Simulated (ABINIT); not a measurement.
# BeS (F-43m): G0W0 in ABINIT against the bands in the screening

How does the gap of BeS (F-43m) converge in the bands in the screening?

Main program and level: ABINIT 10.8.3; PBE and many-body steps on it, plane waves.

The database entry behind the starting cell differs from later determinations by our own check (0.1 to 0.3 % short, probably kX units), so it need not match the best structure at ambient conditions.

## Step 1: The structure

It takes space group F-43m (No. 216, cubic). The conventional cell has a = 4.850 Å, b = 4.850 Å, c = 4.850 Å, α = 90.00°, β = 90.00°, γ = 90.00°. Be has 4 S at 2.10 Å nearest. Nearest to S lie 4 Be at 2.10 Å. Farther neighbours and most contacts between anions are not listed.

The cell and positions come from the Crystallography Open Database and are kept as given unless a step says otherwise.

## Step 2: Screening, 4×4×4 mesh, 13 bands, screening to 130.6 eV

This step: ABINIT 10.8.3; RPA screening on PBE, plane waves, norm-conserving pseudopotentials.

The RPA dielectric matrix is built and inverted for each q.

The input, run.abi:

```
acell 3*1.0 Angstrom
rprim 
  0.000000000000 2.425000000000 2.425000000000
  2.425000000000 -0.000000000000 2.425000000000
  2.425000000000 2.425000000000 -0.000000000000
ntypat 2
znucl 4 16
natom 2
typat 1 2
xred 
  0.000000000000 0.000000000000 0.000000000000
  0.250000000000 0.250000000000 0.250000000000
pp_dirpath "pseudos"
pseudos "Be.upf, S.upf"
ecut 38
ngkpt 4 4 4
nshiftk 1
shiftk 0 0 0
kptopt 1
chksymbreak 0
istwfk *1
occopt 1
irdwfk 1
optdriver 3
nband 13
ecuteps 4.8
inclvkb 2
awtr 1
symchi 1
indata_prefix "in"
outdata_prefix "out"
tmpdata_prefix "tmp"
```

Launch:

```bash
$ OMP_NUM_THREADS=1 mpirun -n 4 abinit run.abi > log
```

The log of the run:

```text
.Version 10.8.3 of ABINIT. v10.8.2 released Aug 2026.

 Symmetries : space group F-4 3 m (#216); Bravais cF (face-center cubic)
[... echo of the input left out ...]
== DATASET  1 ==================================================================
-   mpi_nproc: 4, omp_nthreads: 1 (-1 if OMP is not activated)

--- !DatasetInfo
iteration_state: {dtset: 1, }
dimensions: {natom: 2, nkpt: 8, mband: 13, nsppol: 1, nspinor: 1, nspden: 1, mpw: 2180, }
cutoff_energies: {ecut:  38.0, pawecutdg:  -1.0, }
electrons: {nelect:   1.00000000E+01, charge:   0.00000000E+00, occopt:   1.00000000E+00, tsmear:   1.00000000E-02, }

 SCREENING: Calculation of the susceptibility and dielectric matrices

 Based on a program developped by R.W. Godby, V. Olevano, G. Onida, and L. Reining.
 Incorporated in ABINIT by V. Olevano, G.-M. Rignanese, and M. Torrent.
.Using double precision arithmetic ; gwpc =  8

[... cell and pseudopotentials left out ...]
--------------------------------------------------------------------------------

 ==== K-mesh for the wavefunctions ====
 Number of points in the irreducible wedge :     8
[... list of points left out ...]
 Together with 24 symmetry operations and time-reversal symmetry
 yields    64 points in the full Brillouin Zone.

 ==== Q-mesh for the screening function ====
 Number of points in the irreducible wedge :     8
[... list of points left out ...]
 Together with 24 symmetry operations and time-reversal symmetry
 yields    64 points in the full Brillouin Zone.

 setmesh: FFT mesh size selected  =    25x   25x   25
          total number of points  =        15625

 vcoul_init : cutoff-mode = AUXILIARY_FUNCTION
 q-points for optical limit:   1
     1)      0.000010    0.000020    0.000030

- screening: taking advantage of time-reversal symmetry
- Maximum band index for partially occupied states nbvw = 5
- Remaining bands to be divided among processors   nbcw = 8
- Number of bands treated by each node ~2

 Number of electrons calculated from density =   10.0000; Expected =   10.0000
 average of density, n =  0.051956
 r_s =    1.6625
 omega_plasma =   21.9874 [eV]

 calculating chi0 at frequencies [eV] :
  1    0.000000E+00    0.000000E+00
  2    0.000000E+00    2.198744E+01

--------------------------------------------------------------------------------
  q-point number  1        q = ( 0.000000, 0.000000, 0.000000) [r.l.u.]
--------------------------------------------------------------------------------
[... chi0 elements left out ...]
 For q-point:  0.000010 0.000020 0.000030
  dielectric constant =   5.6778
  dielectric constant without local fields =   6.6227

  Average fulfillment of the sum rule on Im[epsilon] for q-point    1 :     20.08  [%]
[... wings left out ...]
  q-point number  2        q = ( 0.250000, 0.000000, 0.000000) [r.l.u.]
--------------------------------------------------------------------------------
[... chi0 elements left out ...]
  Average fulfillment of the sum rule on Im[epsilon] for q-point    2 :     57.05  [%]

 [... 6 further q-points ...]
```

Run time: 2.3 s. Hardware: 4 MPI ranks of Arm Neoverse V1, shared host; peak memory 0.09 GiB; 9.1 s of CPU time.

Numbers from this step:

* ε∞ with local fields, on this mesh, along the program's q direction: 5.678
* the same without local fields: 6.623
* plasma frequency: 21.99 eV
* plane waves in the screening matrix: 113

Local fields lower ε∞ by 14 %. On a Γ-centred mesh this coarse the value itself is usually too large, while a short band sum pulls it down.

## Step 3: 13 bands

The self-energy is evaluated for the states that the input lists, and the levels follow from it, in one-shot runs by the linearised quasiparticle equation.

This step: G0W0 on PBE, plane waves, norm-conserving pseudopotentials.

run.abi: that of step 2 with these lines changed.

```diff
@@ -23,8 +23,17 @@
 irdwfk 1
-optdriver 3
-nband 13
+optdriver 4
+nband 26
+gwcalctyp 0
+ecutsigx 38
+symsigma 1
+nkptgw 2
+kptgw 
+  0.0000000000 0.0000000000 0.0000000000
+  0.5000000000 0.5000000000 0.0000000000
+bdgw 
+  3 8
+  4 7
 ecuteps 4.8
-inclvkb 2
-awtr 1
-symchi 1
+irdscr 1
+ppmodel 1
 indata_prefix "in"
```

The log of the run:

```text
.Version 10.8.3 of ABINIT. v10.8.2 released Aug 2026.

 Symmetries : space group F-4 3 m (#216); Bravais cF (face-center cubic)
[... echo of the input left out ...]
== DATASET  1 ==================================================================
-   mpi_nproc: 4, omp_nthreads: 1 (-1 if OMP is not activated)

--- !DatasetInfo
iteration_state: {dtset: 1, }
dimensions: {natom: 2, nkpt: 8, mband: 26, nsppol: 1, nspinor: 1, nspden: 1, mpw: 2180, }
cutoff_energies: {ecut:  38.0, pawecutdg:  -1.0, }
electrons: {nelect:   1.00000000E+01, charge:   0.00000000E+00, occopt:   1.00000000E+00, tsmear:   1.00000000E-02, }

 SIGMA: Calculation of the GW corrections

 Based on a program developped by R.W. Godby, V. Olevano, G. Onida, and L. Reining.
 Incorporated in ABINIT by V. Olevano, G.-M. Rignanese, and M. Torrent.
.Using double precision arithmetic ; gwpc =  8

[... cell and pseudopotentials left out ...]
--------------------------------------------------------------------------------

 ==== K-mesh for the wavefunctions ====
 Number of points in the irreducible wedge :     8
[... list of points left out ...]
 Together with 24 symmetry operations and time-reversal symmetry
 yields    64 points in the full Brillouin Zone.

 ==== Q-mesh for screening function ====
 Number of points in the irreducible wedge :     8
[... list of points left out ...]
 Together with 24 symmetry operations and time-reversal symmetry
 yields    64 points in the full Brillouin Zone.

 vcoul_init : cutoff-mode = AUXILIARY_FUNCTION
 q-points for optical limit:   1
     1)      0.000010    0.000020    0.000030
 setmesh: FFT mesh size selected  =    36x   36x   36
          total number of points  =        46656

 Number of electrons calculated from density =   10.0000; Expected =   10.0000
 average of density, n =  0.051956
 r_s =    1.6625
 omega_plasma =   21.9874 [eV]

 === KS Band Gaps ===
  >>>> For spin  1
   Minimum direct gap =   5.6639 [eV], located at k-point      :   0.0000  0.0000  0.0000
   Fundamental gap    =   3.1135 [eV], Top of valence bands at :   0.0000  0.0000  0.0000
                                       Bottom of conduction at :   0.5000  0.5000  0.0000
 SIGMA fundamental parameters:
 PLASMON POLE MODEL  1
 number of plane-waves for SigmaX                 2109
 number of plane-waves for SigmaC and W            113
 number of plane-waves for wavefunctions          2109
 number of bands                                    26
 number of independent spin polarizations            1
 number of spinorial components                      1
 number of k-points in IBZ                           8
 number of q-points in IBZ                           8
 number of symmetry operations                      24
 number of k-points in BZ                           64
 number of q-points in BZ                           64
 number of frequencies for dSigma/dE                 9
 frequency step for dSigma/dE [eV]                0.25
 number of omega for Sigma on real axis              0
 max omega for Sigma on real axis  [eV]           0.00
 zcut for avoiding poles [eV]                     0.10

 EPSILON^-1 parameters (SCR file):
 dimension of the eps^-1 matrix on file            113
 dimension of the eps^-1 matrix used               113
 number of plane-waves for wavefunctions          2109
 number of bands                                    13
 number of q-points in IBZ                           8
 number of frequencies                               2
 number of real frequencies                          1
 number of imag frequencies                          1

 matrix elements of self-energy operator (all in [eV])

 Perturbative Calculation

--- !SelfEnergy_ee
iteration_state: {dtset: 1, }
kpoint     : [   0.000,    0.000,    0.000, ]
spin       : 1
KS_gap     :    5.664
QP_gap     :    7.594
Delta_QP_KS:    1.930
data: !SigmaeeData |
     Band     E0 <VxcDFT>   SigX SigC(E0)      Z dSigC/dE  Sig(E)    E-E0       E
        3   3.822 -13.734 -16.694   2.370   0.799  -0.251 -14.205  -0.472   3.350
        4   3.822 -13.734 -16.694   2.370   0.799  -0.251 -14.205  -0.472   3.350
        5   3.822 -13.734 -16.694   2.370   0.799  -0.251 -14.205  -0.472   3.350
        6   9.486 -11.063  -5.752  -3.525   0.817  -0.225  -9.605   1.459  10.945
        7   9.486 -11.063  -5.752  -3.525   0.817  -0.225  -9.605   1.459  10.945
        8   9.486 -11.063  -5.752  -3.525   0.817  -0.225  -9.605   1.459  10.945

--- !SelfEnergy_ee
iteration_state: {dtset: 1, }
kpoint     : [   0.500,    0.500,    0.000, ]
spin       : 1
KS_gap     :    5.752
QP_gap     :    7.341
Delta_QP_KS:    1.590
data: !SigmaeeData |
     Band     E0 <VxcDFT>   SigX SigC(E0)      Z dSigC/dE  Sig(E)    E-E0       E
        4   1.183 -12.598 -16.427   2.974   0.788  -0.270 -13.271  -0.673   0.511
        5   1.183 -12.598 -16.427   2.974   0.788  -0.270 -13.271  -0.673   0.511
        6   6.935  -9.342  -5.026  -3.211   0.830  -0.204  -8.425   0.917   7.852
        7   8.740 -10.497  -5.690  -3.332   0.824  -0.214  -9.281   1.216   9.956

== END DATASET(S) ==============================================================
================================================================================

 -outvars: echo values of variables after computation  --------
           etotal      0.0000000000E+00
            nband          26
             nkpt           8
          spgroup         216
 [... the other variables as echoed above ...]

 Calculation completed.
```

It took 2.6 s on 4 MPI ranks; peak memory 0.11 GiB; 10 s of CPU time.

This step gave:

```
G0W0 gap on the points computed              : 4.502 eV
starting gap on the mesh                     : 3.113 eV
k of the valence top                         : 0, 0, 0
k of the conduction bottom                   : 0.5, 0.5, 0
Z at the valence top                         : 0.799
Z at the conduction bottom                   : 0.83
least direct G0W0 gap on the computed points : 7.341 eV
```

The gap on the mesh goes from 3.11 eV to 4.50 eV, a correction of +1.39 eV.

## Step 4: Screening, 4×4×4 mesh, 26 bands, screening to 130.6 eV

This step: RPA screening on PBE, plane waves, norm-conserving pseudopotentials.

run.abi: that of step 3 with these lines changed.

```diff
@@ -23,17 +23,8 @@
 irdwfk 1
-optdriver 4
+optdriver 3
 nband 26
-gwcalctyp 0
-ecutsigx 38
-symsigma 1
-nkptgw 2
-kptgw 
-  0.0000000000 0.0000000000 0.0000000000
-  0.5000000000 0.5000000000 0.0000000000
-bdgw 
-  3 8
-  4 7
 ecuteps 4.8
-irdscr 1
-ppmodel 1
+inclvkb 2
+awtr 1
+symchi 1
 indata_prefix "in"
```

The log of the run:

```text
.Version 10.8.3 of ABINIT. v10.8.2 released Aug 2026.

 Symmetries : space group F-4 3 m (#216); Bravais cF (face-center cubic)
[... echo of the input left out ...]
== DATASET  1 ==================================================================
-   mpi_nproc: 4, omp_nthreads: 1 (-1 if OMP is not activated)

--- !DatasetInfo
iteration_state: {dtset: 1, }
dimensions: {natom: 2, nkpt: 8, mband: 26, nsppol: 1, nspinor: 1, nspden: 1, mpw: 2180, }
cutoff_energies: {ecut:  38.0, pawecutdg:  -1.0, }
electrons: {nelect:   1.00000000E+01, charge:   0.00000000E+00, occopt:   1.00000000E+00, tsmear:   1.00000000E-02, }

 SCREENING: Calculation of the susceptibility and dielectric matrices

 Based on a program developped by R.W. Godby, V. Olevano, G. Onida, and L. Reining.
 Incorporated in ABINIT by V. Olevano, G.-M. Rignanese, and M. Torrent.
.Using double precision arithmetic ; gwpc =  8

[... cell and pseudopotentials left out ...]
--------------------------------------------------------------------------------

 ==== K-mesh for the wavefunctions ====
 Number of points in the irreducible wedge :     8
[... list of points left out ...]
 Together with 24 symmetry operations and time-reversal symmetry
 yields    64 points in the full Brillouin Zone.

 ==== Q-mesh for the screening function ====
 Number of points in the irreducible wedge :     8
[... list of points left out ...]
 Together with 24 symmetry operations and time-reversal symmetry
 yields    64 points in the full Brillouin Zone.

 setmesh: FFT mesh size selected  =    25x   25x   25
          total number of points  =        15625

 vcoul_init : cutoff-mode = AUXILIARY_FUNCTION
 q-points for optical limit:   1
     1)      0.000010    0.000020    0.000030

- screening: taking advantage of time-reversal symmetry
- Maximum band index for partially occupied states nbvw = 5
- Remaining bands to be divided among processors   nbcw = 21
- Number of bands treated by each node ~5

 Number of electrons calculated from density =   10.0000; Expected =   10.0000
 average of density, n =  0.051956
 r_s =    1.6625
 omega_plasma =   21.9874 [eV]

 calculating chi0 at frequencies [eV] :
  1    0.000000E+00    0.000000E+00
  2    0.000000E+00    2.198744E+01

--------------------------------------------------------------------------------
  q-point number  1        q = ( 0.000000, 0.000000, 0.000000) [r.l.u.]
--------------------------------------------------------------------------------
[... chi0 elements left out ...]
 For q-point:  0.000010 0.000020 0.000030
  dielectric constant =   5.7326
  dielectric constant without local fields =   6.6407

  Average fulfillment of the sum rule on Im[epsilon] for q-point    1 :     47.34  [%]
[... wings left out ...]
  q-point number  2        q = ( 0.250000, 0.000000, 0.000000) [r.l.u.]
--------------------------------------------------------------------------------
[... chi0 elements left out ...]
  Average fulfillment of the sum rule on Im[epsilon] for q-point    2 :     68.97  [%]

 [... 6 further q-points ...]
```

Run time: 3.2 s. Hardware: 4 MPI ranks; peak memory 0.36 GiB.

Numbers from this step:

```
ε∞ with local fields, on this mesh, along the program's q direction : 5.733
the same without local fields                                       : 6.641
plasma frequency                                                    : 21.99 eV
plane waves in the screening matrix                                 : 113
```

(Continued in part 2 of 2.)

[Paths, hosts, dates, memory and timing lines, banners, echoed tables and standing remarks are left out of the program output.]

[Logs are printed without paths, hosts, clocks, repeated set-up lines and the standing remarks that a program may print on its own settings, such as how far it seeks lower states.]

[Runs of the session that timed out or met a known fault of the program may be left out.]

[Hosts, paths, dates, database ids (printed as entryN), source tags and the programs' standing remarks are cut or masked in the printed files.]

[G0W0 gaps are taken among the corrected bands and points alone; a level outside them can change the order at an edge.]

[Where Ansatz stands beside ABINIT at settings called matched, ABINIT's density can come from a denser mesh and the files from another edition; pairs whose starting gaps differed by over 0.03 eV were left out, so agreement reads better than it is.]
